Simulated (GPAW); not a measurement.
# Sn (Im-3m) in GPAW: reference runs

How does Sn come out in PBE? The cell is run as given and disturbed.

All numbers are computed with GPAW 26.7.0; they aren't measurements. Logs are shortened: lines on timing, memory, paths and dates and some standing lists are left out, and cuts for length are marked. The log counts tension as positive stress, the text compression.

## 1. The crystal as given

The structure is cubic, space group Im-3m (No. 229). The conventional cell has a = 3.789 Å, b = 3.789 Å, c = 3.789 Å, α = 90.00°, β = 90.00°, γ = 90.00°. Sn (site symmetry m-3m) has 8 Sn at 3.28 Å as nearest neighbours.

This isn't the form of Sn at room conditions, which is tetragonal (white tin).

## 2. Single point, PBE

run.py

```python
from ase import Atoms
from ase.dft.bandgap import bandgap
from ase.io import write
from ase.units import Bohr, GPa
from gpaw import GPAW, PW
from gpaw.elf import elf_from_dft_calculation

atoms = Atoms(['Sn'],
              cell=[[-1.8946518192, 1.8946518192, 1.8946518192],
                    [1.8946518192, -1.8946518192, 1.8946518192],
                    [1.8946518192, 1.8946518192, -1.8946518192]],
              scaled_positions=[[0.0, 0.0, 0.0]],
              pbc=True)

calc = GPAW(mode=PW(600),
            xc='PBE',
            kpts={'size': (10, 10, 10), 'gamma': True},
            occupations={'name': 'fermi-dirac', 'width': 0.05},
            nbands=14,
            convergence={'density': 1e-05, 'energy': 1e-05},
            maxiter=150,
            txt='gpaw.txt')
atoms.calc = calc
energy = atoms.get_potential_energy()
forces = atoms.get_forces()
stress = atoms.get_stress()
calc.write('gs.gpw')
write('result.traj', atoms)
print(f'Energy: {energy:.6f} eV')
print('Forces (eV/A):')
print(forces.round(4))
print('Stress (GPa):', (stress / GPa).round(3))
print('Fermi level:', round(calc.get_fermi_level(), 4), 'eV')
print(f'Gap: {bandgap(calc)[0]:.4f} eV, direct: {bandgap(calc, direct=True)[0]:.4f} eV')

# fields on the real-space grid
write('density.cube', atoms, data=calc.get_pseudo_density() * Bohr**3)
write('potential.cube', atoms, data=calc.get_electrostatic_potential())
write('elf.cube', atoms, data=elf_from_dft_calculation(calc).data)
```

Potentials or basis: GPAW PAW data sets (gpaw-data 1.2.1), pw.

Command:

```console
$ OMP_NUM_THREADS=1 python run.py
```

gpaw.txt:

```text
__  _  _
 | _ |_)|_||  |
 |__||  | ||/\| - 26.7.0

Input parameters:
  mode=PW(ecut=600.0),
  convergence={'density': 1e-05, 'energy': 1e-05},
  kpts=MonkhorstPack(size=(10, 10, 10), gamma=True),
  maxiter=150,
  nbands=14,
  occupations=Occupations(name='fermi-dirac', width=0.05),
  xc=XC(name='PBE')

Diagonalizing LCAO Hamiltonian
Converting LCAO to pw mode

       Sn

Atoms  # Å, Bohr magnetons
|   | symbol |        x |        y |        z |    initial magnetic moments |
|---|--------|----------|----------|----------|-----------------------------|
| 0 |     Sn | 0.000000 | 0.000000 | 0.000000 | ( 0.0000,  0.0000,  0.0000) |

Unit cell  # Å
| periodic |         x |         y |         z |  lengths |     angles |
|----------|-----------|-----------|-----------|----------|------------|
|      yes | -1.894652 |  1.894652 |  1.894652 | 3.281633 | 109.471221 |
|      yes |  1.894652 | -1.894652 |  1.894652 | 3.281633 | 109.471221 |
|      yes |  1.894652 |  1.894652 | -1.894652 | 3.281633 | 109.471221 |

Number of symmetries: 48
Symmetry operations  # r_c * U_cc + t_c -> r_c
|    | kind |            matrix            |
|----|------|------------------------------|
|  0 |  σ   |  1, 1, 1,  0, 0,-1,  0,-1, 0 |
|  1 |  C4  |  1, 1, 1,  0, 0,-1, -1, 0, 0 |
|  2 |  C2  |  1, 1, 1,  0,-1, 0,  0, 0,-1 |
|  3 |  S6  |  1, 1, 1,  0,-1, 0, -1, 0, 0 |
|  4 |  S6  |  1, 1, 1, -1, 0, 0,  0, 0,-1 |
|  5 |  C4  |  1, 1, 1, -1, 0, 0,  0,-1, 0 |
|  6 |  E   |  1, 0, 0,  0, 1, 0,  0, 0, 1 |
|  7 |  σ   |  1, 0, 0,  0, 1, 0, -1,-1,-1 |
|  8 |  σ   |  1, 0, 0,  0, 0, 1,  0, 1, 0 |
|  9 |  C3  |  1, 0, 0,  0, 0, 1, -1,-1,-1 |
| 10 |  C3  |  1, 0, 0, -1,-1,-1,  0, 1, 0 |
| 11 |  σ   |  1, 0, 0, -1,-1,-1,  0, 0, 1 |
| 12 |  σ   |  0, 1, 0,  1, 0, 0,  0, 0, 1 |
| 13 |  C2  |  0, 1, 0,  1, 0, 0, -1,-1,-1 |
| 14 |  C3  |  0, 1, 0,  0, 0, 1,  1, 0, 0 |
| 15 |  S4  |  0, 1, 0,  0, 0, 1, -1,-1,-1 |
| 16 |  S4  |  0, 1, 0, -1,-1,-1,  1, 0, 0 |
| 17 |  C3  |  0, 1, 0, -1,-1,-1,  0, 0, 1 |
| 18 |  C3  |  0, 0, 1,  1, 0, 0,  0, 1, 0 |
| 19 |  S4  |  0, 0, 1,  1, 0, 0, -1,-1,-1 |
| 20 |  σ   |  0, 0, 1,  0, 1, 0,  1, 0, 0 |
| 21 |  C3  |  0, 0, 1,  0, 1, 0, -1,-1,-1 |
| 22 |  C2  |  0, 0, 1, -1,-1,-1,  1, 0, 0 |
| 23 |  S4  |  0, 0, 1, -1,-1,-1,  0, 1, 0 |
| 24 |  C4  |  0, 0,-1,  1, 1, 1,  0,-1, 0 |
| 25 |  σ   |  0, 0,-1,  1, 1, 1, -1, 0, 0 |
| 26 |  S6  |  0, 0,-1,  0,-1, 0,  1, 1, 1 |
| 27 |  C2  |  0, 0,-1,  0,-1, 0, -1, 0, 0 |
| 28 |  C4  |  0, 0,-1, -1, 0, 0,  1, 1, 1 |
| 29 |  S6  |  0, 0,-1, -1, 0, 0,  0,-1, 0 |
| 30 |  S6  |  0,-1, 0,  1, 1, 1,  0, 0,-1 |
| 31 |  C4  |  0,-1, 0,  1, 1, 1, -1, 0, 0 |
| 32 |  C4  |  0,-1, 0,  0, 0,-1,  1, 1, 1 |
| 33 |  S6  |  0,-1, 0,  0, 0,-1, -1, 0, 0 |
| 34 |  σ   |  0,-1, 0, -1, 0, 0,  1, 1, 1 |
| 35 |  C2  |  0,-1, 0, -1, 0, 0,  0, 0,-1 |
| 36 |  C2  | -1, 0, 0,  1, 1, 1,  0, 0,-1 |
| 37 |  S6  | -1, 0, 0,  1, 1, 1,  0,-1, 0 |
| 38 |  S6  | -1, 0, 0,  0, 0,-1,  1, 1, 1 |
| 39 |  C2  | -1, 0, 0,  0, 0,-1,  0,-1, 0 |
| 40 |  C2  | -1, 0, 0,  0,-1, 0,  1, 1, 1 |
| 41 |  i   | -1, 0, 0,  0,-1, 0,  0, 0,-1 |
| 42 |  S4  | -1,-1,-1,  1, 0, 0,  0, 1, 0 |
| 43 |  C3  | -1,-1,-1,  1, 0, 0,  0, 0, 1 |
| 44 |  C3  | -1,-1,-1,  0, 1, 0,  1, 0, 0 |
| 45 |  σ   | -1,-1,-1,  0, 1, 0,  0, 0, 1 |
| 46 |  S4  | -1,-1,-1,  0, 0, 1,  1, 0, 0 |
| 47 |  C2  | -1,-1,-1,  0, 0, 1,  0, 1, 0 |

BZ-sampling:
  Number of BZ points: 1000
  Number of IBZ points: 47

  Monkhorst-Pack size: [10, 10, 10]
  Monkhorst-Pack shift: [0.05, 0.05, 0.05]

K-points  # in reciprocal-cell coordinates
|     |                                coordinates |     weight |
|-----|--------------------------------------------|------------|
|   0 | (  0.00000000,   0.00000000,   0.00000000) | 0.00100000 |
|   1 | (  0.10000000,   0.00000000,   0.00000000) | 0.01200000 |
|   2 | (  0.10000000,   0.10000000,  -0.10000000) | 0.00600000 |
|   3 | (  0.20000000,   0.00000000,  -0.10000000) | 0.02400000 |
|   4 | (  0.20000000,   0.00000000,   0.00000000) | 0.01200000 |
|   5 | (  0.20000000,   0.10000000,  -0.10000000) | 0.02400000 |
|   6 | (  0.20000000,   0.20000000,  -0.20000000) | 0.00600000 |
|   7 | (  0.30000000,  -0.10000000,  -0.10000000) | 0.00800000 |
|   8 | (  0.30000000,   0.00000000,  -0.10000000) | 0.04800000 |
|   9 | (  0.30000000,   0.00000000,   0.00000000) | 0.01200000 |
| ... |                                            |            |
|  46 | (  0.50000000,   0.50000000,   0.50000000) | 0.00100000 |

Plane wave coefficients: 935
Cutoff: 600.0 eV

Spin-components: 1 (collinear spins)
Bands:           14
Projectors:      6
Spin-degeneracy: 2
Datatype:        complex128

Parallelization:
  kpt:    1
  domain: 1
  band:   1

Density:
  Valence electrons: 14.0
  Components: 1
  Grid points: [20 20 20]
  Charge: 0.0  # |e|

Potential:
  Grid points: [20 20 20]

species:
  Sn:
    name:    Tin
    Z:       50.0
    valence: 14
    core:    36
    charge:  0.0  # [|e|]
    compensation charges:
      type: gauss
      rc: 0.38  # [Å]
      lmax: 2
    cutoffs:
      filter: 2.23  # [Å]
      core: 2.35  # [Å]
    projectors
    | kind |    occ | energy [eV] | rcut [Å] |
    |------|--------|-------------|----------|
    |   5s |  2.000 |     -10.538 |    1.201 |
    |   5p |  2.000 |      -3.696 |    1.270 |
    |   4d | 10.000 |     -25.845 |    1.185 |
    |    s |        |      16.674 |    1.201 |
    |    p |        |      23.515 |    1.270 |
    |    d |        |       1.367 |    1.185 |

    Using partial waves for Sn as LCAO basis

Reference energy: -168010.693307  # eV

eigensolver:
  PPCG
  Converge bands: occupied
  niter=2

density mixing:
  MSR1-Mixer
  Pratt-step length: 0.05
  Maximum mixing coefficient: 0.75
  Old densities: 10
  SVD Regularization: 0.005
  Good broyden scale: 1.0
  Trust region scale: 1.0
  Backstep threshold: 4.0
  History deletion threshold: 6.0
  Fourier metric: weight=20.0, sigma=0.015

occupation numbers:
  Fermi-Dirac:
    width: 0.0500  # eV

poisson solver:
  ecut: 4800.0  # eV

xc functional:
  name: PBE with 2 nearest neighbor stencil

convergence criteria:
- Maximum integral of absolute [dens]ity change: 1e-05 electrons / valence electron
- Maximum [total energy] change in last 3 cyles: 1e-05 eV / valence electron
- Maximum integral of absolute [eigenst]ate change: 4e-08 eV^2 / valence electron
maximum number of iterations: 150

SCF iterations
|iter     | |      energy | eigst |  dens |
|---------|-|-------------|-------|-------|
|iter:   1| |   -3.977062 | -0.15 |       |
|iter:   2| |   -3.976353 | -2.70 | -1.75 |
|iter:   3| |   -3.965999 | -2.79 | -1.78 |
|iter:   4| |   -3.966322 | -3.76 | -2.33 |
|iter:   5| |   -3.966425 | -4.85 | -2.94 |
|iter:   6| |   -3.966432c| -6.10 | -3.79 |
|iter:   7| |   -3.966432c| -7.43c| -4.51 |
|iter:   8| |   -3.966432c| -8.07c| -5.21c|

Converged in 8 steps
Energy contributions relative to reference atoms: (reference = -168010.693307)

Energy contributions:
  Kinetic:           4.303284
  Coulomb:          -4.181661
  Zero:              0.002077
  External:          0.000000
  Xc:               -4.086504
  Entropy:          -0.007258
  Spinorbit:         0.000000
  ----------------------------
  Free energy:      -3.970061
  Extrapolated:     -3.966432

dipole moment: (-6.413365, -6.413365, -6.413365)  # |e|*Ang

Fermi level: 7.189
Eigenvalues  # (at kpt = [0.000, 0.000, 0.000])
| band index |      eig [eV] | occ [0-2] |
|------------|---------------|-----------|
|          0 |       -14.336 |     2.000 |
|          1 |       -14.336 |     2.000 |
|          2 |       -14.336 |     2.000 |
|          3 |       -14.198 |     2.000 |
|          4 |       -14.198 |     2.000 |
|          5 |        -3.844 |     2.000 |
|          6 |        15.166 |     0.000 |
|          7 |        15.166 |     0.000 |
|          8 |        15.166 |     0.000 |
|          9 |        19.439 |     0.000 |
|         10 |        19.439 |     0.000 |
|         11 |        19.876 |     0.000 |
|         12 |        19.908 |     0.000 |
|         13 |        19.908 |     0.000 |

No gap
No difference between direct/indirect transitions

Forces  # eV/Ang
|        x |        y |       z |
|----------|----------|---------|
| -0.00000 | -0.00000 | 0.00000 |  # Sn   0

Stress tensor  # eV/Ang^3
|         x |         y |         z |
|-----------|-----------|-----------|
| -0.002394 | -0.000000 |  0.000000 |
| -0.000000 | -0.002394 |  0.000000 |
|  0.000000 |  0.000000 | -0.002394 |

# Writing to gs.gpw (mode='')
```

Run time: 8.1 s. Hardware: 1 thread of Arm Neoverse V2, shared host; peak memory 0.14 GiB.

Results:

```
Free energy            : -3.9701 eV
Pressure               : 0.4 GPa
Band gap on the k mesh : none (metal or under the smearing width)
```

## 3. Single point, PBE (cell strained at random at fixed volume)

run.py

```python
from ase import Atoms
from ase.dft.bandgap import bandgap
from ase.io import write
from ase.units import GPa
from gpaw import GPAW, PW

atoms = Atoms(['Sn'],
              cell=[[-1.87793, 1.898398, 1.910248],
                    [1.894618, -1.869807, 1.898345],
                    [1.887405, 1.879282, -1.881657]],
              scaled_positions=[[0.0096, 0.006309, -0.003259]],
              pbc=True)

calc = GPAW(mode=PW(600),
            xc='PBE',
            kpts={'size': (10, 10, 10), 'gamma': True},
            occupations={'name': 'fermi-dirac', 'width': 0.05},
            nbands=14,
            convergence={'density': 1e-05, 'energy': 1e-05},
            maxiter=150,
            txt='gpaw.txt')
atoms.calc = calc
energy = atoms.get_potential_energy()
forces = atoms.get_forces()
stress = atoms.get_stress()
calc.write('gs.gpw')
write('result.traj', atoms)
print(f'Energy: {energy:.6f} eV')
print('Forces (eV/A):')
print(forces.round(4))
print('Stress (GPa):', (stress / GPa).round(3))
print('Fermi level:', round(calc.get_fermi_level(), 4), 'eV')
print(f'Gap: {bandgap(calc)[0]:.4f} eV, direct: {bandgap(calc, direct=True)[0]:.4f} eV')
```

Potentials or basis: GPAW PAW data sets (gpaw-data 1.2.1), pw.

Command:

```console
$ OMP_NUM_THREADS=1 python run.py
```

gpaw.txt:

```text
__  _  _
 | _ |_)|_||  |
 |__||  | ||/\| - 26.7.0

Input parameters:
  mode=PW(ecut=600.0),
  convergence={'density': 1e-05, 'energy': 1e-05},
  kpts=MonkhorstPack(size=(10, 10, 10), gamma=True),
  maxiter=150,
  nbands=14,
  occupations=Occupations(name='fermi-dirac', width=0.05),
  xc=XC(name='PBE')

Diagonalizing LCAO Hamiltonian
Converting LCAO to pw mode

       Sn

Atoms  # Å, Bohr magnetons
|   | symbol |         x |        y |        z |    initial magnetic moments |
|---|--------|-----------|----------|----------|-----------------------------|
| 0 |     Sn | -0.012226 | 0.000303 | 0.036447 | ( 0.0000,  0.0000,  0.0000) |

Unit cell  # Å
| periodic |         x |         y |         z |  lengths |     angles |
|----------|-----------|-----------|-----------|----------|------------|
|      yes | -1.877930 |  1.898398 |  1.910248 | 3.283228 | 109.220692 |
|      yes |  1.894618 | -1.869807 |  1.898345 | 3.269475 | 109.484087 |
|      yes |  1.887405 |  1.879282 | -1.881657 | 3.261078 | 108.923802 |

Number of symmetries: 1
Symmetry operations  # r_c * U_cc + t_c -> r_c
|   | kind |            matrix            |
|---|------|------------------------------|
| 0 |  E   |  1, 0, 0,  0, 1, 0,  0, 0, 1 |

BZ-sampling:
  Number of BZ points: 1000
  Number of IBZ points: 504

  Monkhorst-Pack size: [10, 10, 10]
  Monkhorst-Pack shift: [0.05, 0.05, 0.05]

K-points  # in reciprocal-cell coordinates
|     |                                coordinates |     weight |
|-----|--------------------------------------------|------------|
[... 90 lines left out ...]

convergence criteria:
- Maximum integral of absolute [dens]ity change: 1e-05 electrons / valence electron
- Maximum [total energy] change in last 3 cyles: 1e-05 eV / valence electron
- Maximum integral of absolute [eigenst]ate change: 4e-08 eV^2 / valence electron
maximum number of iterations: 150

SCF iterations
|iter     | |      energy | eigst |  dens |
|---------|-|-------------|-------|-------|
|iter:   1| |   -3.977824 | -0.15 |       |
|iter:   2| |   -3.977081 | -2.70 | -1.75 |
|iter:   3| |   -3.966694 | -2.79 | -1.78 |
|iter:   4| |   -3.967011 | -3.76 | -2.33 |
|iter:   5| |   -3.967114 | -4.82 | -2.94 |
|iter:   6| |   -3.967121c| -6.09 | -3.81 |
|iter:   7| |   -3.967122c| -7.38 | -4.50 |
|iter:   8| |   -3.967122c| -8.09c| -5.20c|

Converged in 8 steps
Energy contributions relative to reference atoms: (reference = -168010.693307)

Energy contributions:
  Kinetic:           4.310452
  Coulomb:          -4.188575
  Zero:              0.002095
  External:          0.000000
  Xc:               -4.087592
  Entropy:          -0.007003
  Spinorbit:         0.000000
  ----------------------------
  Free energy:      -3.970623
  Extrapolated:     -3.967122

dipole moment: (6.216238, 6.268220, -18.915450)  # |e|*Ang

Fermi level: 7.181
Eigenvalues  # (at kpt = [0.000, 0.000, 0.000])
| band index |      eig [eV] | occ [0-2] |
|------------|---------------|-----------|
|          0 |       -14.344 |     2.000 |
|          1 |       -14.338 |     2.000 |
|          2 |       -14.326 |     2.000 |
|          3 |       -14.201 |     2.000 |
|          4 |       -14.196 |     2.000 |
|          5 |        -3.845 |     2.000 |
|          6 |        14.975 |     0.000 |
|          7 |        15.206 |     0.000 |
|          8 |        15.300 |     0.000 |
|          9 |        19.326 |     0.000 |
|         10 |        19.456 |     0.000 |
|         11 |        19.752 |     0.000 |
|         12 |        19.804 |     0.000 |
|         13 |        19.826 |     0.000 |

No gap
No difference between direct/indirect transitions

Forces  # eV/Ang
|       x |        y |        z |
|---------|----------|----------|
| 0.00000 | -0.00000 | -0.00000 |  # Sn   0

Stress tensor  # eV/Ang^3
|         x |         y |         z |
|-----------|-----------|-----------|
| -0.001586 | -0.001015 | -0.001037 |
| -0.001015 | -0.001268 | -0.000941 |
| -0.001037 | -0.000941 | -0.004473 |

# Writing to gs.gpw (mode='')
```

It took 67 s on 1 thread of Arm Neoverse V2, shared host; peak memory 0.31 GiB.

Results:

```yaml
Free_energy: -3.9706 eV
Pressure: 0.4 GPa
Band_gap_on_the_k_mesh: none (metal or under the smearing width)
```

Stress tensor (GPa, compression positive):
```
0.25 0.16 0.17
0.16 0.20 0.15
0.17 0.15 0.72
```

Levels at points of the mesh, in eV from the Fermi level:
```tsv
k point	band 3	band 4	band 5	band 6	band 7	band 8	band 9	band 10
(0.00, 0.00, 0.00)	-21.51	-21.38	-21.38	-11.03	7.79	8.02	8.12	12.14
(0.00, 0.00, 0.50)	-21.39	-21.38	-21.30	-6.36	-4.38	3.61	5.41	7.94
(0.00, 0.50, 0.00)	-21.39	-21.38	-21.30	-6.44	-4.41	3.73	5.56	8.06
(0.00, 0.50, 0.50)	-21.39	-21.39	-21.29	-6.24	-4.36	3.53	5.47	7.86
(0.50, 0.00, 0.00)	-21.39	-21.38	-21.30	-6.48	-4.42	3.77	5.56	8.12
(0.50, 0.00, 0.50)	-21.39	-21.39	-21.29	-6.30	-4.37	3.59	5.52	7.87
(0.50, 0.50, 0.00)	-21.39	-21.39	-21.29	-6.28	-4.36	3.50	5.40	7.74
(0.50, 0.50, 0.50)	-21.33	-21.31	-21.31	-2.41	-0.57	-0.42	-0.34	3.84
```
